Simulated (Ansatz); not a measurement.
# AlN: all-electron results

```xyz
4
Lattice="3.1110 0.0000 0.0000 -1.5555 2.6942 0.0000 0.0000 0.0000 4.9780" Properties=species:S:1:pos:R:3 pbc="T T T"
Al    0.0000    1.7961    0.0000
Al    1.5555    0.8981    2.4890
N     0.0000    1.7961    1.9165
N     1.5555    0.8981    4.4055
```

Atoms are numbered in the order listed.

The cell is COD entry 9008860, as deposited and not checked against the literature; nothing was relaxed.

Levels of theory: DFT, PBEsol, all-electron LAPW, scalar-relativistic (Ansatz 0.2.0); DFT, PBEsol, PAW with Ansatz's default frozen-core files, scalar-relativistic (Ansatz 0.2.0).

For LAPW: a Γ-centred 11×11×6 k mesh, Fermi–Dirac smearing of 0.02 eV, basis error target 1 meV/atom, no spin polarisation. PAW takes a cutoff of 420 eV at this cell (files made with PBE, cores remade for this functional). The Ansatz runs share mesh, smearing and spin set-up. Values come from LAPW unless marked.

| Property | Result |
| --- | --- |
| Pressure at this cell | 4.2 kbar |
| Volume per atom | 10.43 Å³ |

Problem. Predict this quantity. Löwdin charges (with 0.13 e of the cell spilling out of the atomic basis, so their sizes and signs hang on that basis).

Solution. Al1 1.03, N3 -0.97 e.

Problem. Bader charges (from the PAW run): what does the calculation give?

Solution. Al1 +2.43, N3 -2.43 e.

Problem. Give the computed value. Stress xx, yy, zz (compression positive).

Solution. 1.07, 1.07, -0.87 GPa.

Problem. Predict this quantity. Band gap.

Solution. 4.08 eV, direct at Γ.

Problem. Predict this quantity. Largest force.

Solution. 0.00345 Ha/bohr on N4.
